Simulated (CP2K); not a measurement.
Runs of CP2K 2026.2 on MgS (Niningerite). Symmetry: Fm-3m, No. 225, cubic system. The conventional cell has a = 5.203 Å, b = 5.203 Å, c = 5.203 Å, α = 90.00°, β = 90.00°, γ = 90.00°. S (site symmetry m-3m) is surrounded by 6 Mg at 2.60 Å. Mg (site symmetry m-3m) is surrounded by 6 S at 2.60 Å. 

| task | level | potentials or basis | smearing | EPS_DEFAULT | NGRIDS | points a segment of the path (NPOINTS) | bands added on the path | D3 from the s-dftd3 library (D3_REFERENCE_CODE) | gap on the mesh (eV) | pressure (GPa) |
| --- | --- | --- | --- | --- | --- | --- | --- | --- | --- | --- |
| band structure | PBEsol | POTENTIAL_UZH S GTH-PBE-q6, Mg GTH-PBE-q10; TZVP-MOLOPT-PBE-GTH basis | fermi-dirac 0.1 eV | 1.0E-10 | 4 | 6 | 6 | - | 2.73 | 1.1 |
| single point | RPBE | POTENTIAL_UZH S GTH-PBE-q6, Mg GTH-PBE-q10; TZVP-MOLOPT-PBE-GTH basis | gaussian 0.1 eV | 1.0E-10 | 5 | - | - | - | 3.03 | (c) |
| band structure | LDA | GTH_POTENTIALS S GTH-PADE-q6, Mg GTH-PADE-q10; TZVP-MOLOPT-PBE-GTH basis | fermi-dirac 0.01 eV | 1.0E-9 | 5 | 8 | 2 | - | (a) | -1.6 |
| band structure | RPBE+D3(BJ) | POTENTIAL_UZH S GTH-PBE-q6, Mg GTH-PBE-q10; TZVP-MOLOPT-PBE-GTH basis | gaussian 0.1 eV | 1.0E-10 | 5 | 6 | 4 | yes | 3.03 | (b) |
| band structure | r2SCAN | POTENTIAL_UZH S GTH-SCAN-q6, Mg GTH-SCAN-q10; TZVP-MOLOPT-SCAN-GTH basis | fermi-dirac 0.05 eV | 1.0E-10 | 5 | 8 | 6 | - | 3.61 | 1.0 |
| single point | PBE | POTENTIAL_UZH S GTH-PBE-q6, Mg GTH-PBE-q10; TZVP-MOLOPT-PBE-GTH basis | fermi-dirac 0.05 eV | 1.0E-10 | 4 | - | - | - | 2.85 | 2.7 |
| band structure | PBEsol+D3(BJ) | POTENTIAL_UZH S GTH-PBE-q6, Mg GTH-PBE-q10; TZVP-MOLOPT-PBE-GTH basis | gaussian 0.1 eV | 1.0E-10 | 5 | 8 | 2 | - | 2.73 | -1.7 |
| band structure | PBE | POTENTIAL_UZH S GTH-PBE-q6, Mg GTH-PBE-q10; TZVP-MOLOPT-PBE-GTH basis | fermi-dirac 0.05 eV | 1.0E-9 | 5 | 6 | 4 | - | 2.85 | 2.7 |

Alike in all rows: no spin polarisation; cell as given; k mesh 9 × 9 × 9.

Question: Fill in the values left out.

Answer: (a) 2.61; (b) -12.0; (c) 4.6.

Caveats: the basis of atomic orbitals isn't converged, which shifts pressures, moduli and gaps; the mesh misses the band edges, which the band path finds closer together (some runs); the potentials were made for another functional, which shifts forces and pressure (some runs); an odd mesh through Γ misses points on the zone boundary, where band edges often lie (some runs).

Not every run made on this cell is shown here.
